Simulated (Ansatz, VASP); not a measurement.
## Two plane-wave programs on ZnO

```xyz
2
Lattice="-0.0481 2.0857 2.0857 2.0857 -0.0481 2.0857 2.0857 2.0857 -0.0481" Properties=species:S:1:pos:R:3 pbc="T T T"
Zn    0.0000    0.0000    0.0000
O     2.0616    2.0616    2.0616
```

Change from the starting cell: shear_111 strain -3.4%.

Alike in both runs: task single point; functional PBE; k mesh 10 × 10 × 10; occupations fermi-dirac, width 0.02 eV; no spin polarisation.

|  | VASP | Ansatz |
| --- | --- | --- |
| version | VASP 6.6.1 | Ansatz 0.2.0 |
| potentials or method | VASP PAW PBE potentials, release 64 (Zn, O) | plane waves, PAW |
| plane-wave cutoff (eV) | 520 | 420 |
| valence electrons in the cell | 18 | 18 |

Ansatz gave:

```
gap on the k mesh at the Fermi level (eV)       : 1.09
pressure (GPa)                                  : 15.3
largest component of the traceless stress (GPa) : 1.84
```

**Question.** Which values does VASP return?

**Answer.** gap on the k mesh at the Fermi level (eV): 1.05; pressure (GPa): 16.7; largest component of the traceless stress (GPa): 1.81.

With one functional, cell and mesh, what is left measures potentials, basis and numerics.

Caveats: so large a pressure means that the cell lies far from this level's equilibrium, or that cutoff or potentials fall short (VASP). A k mesh can miss the band edges.
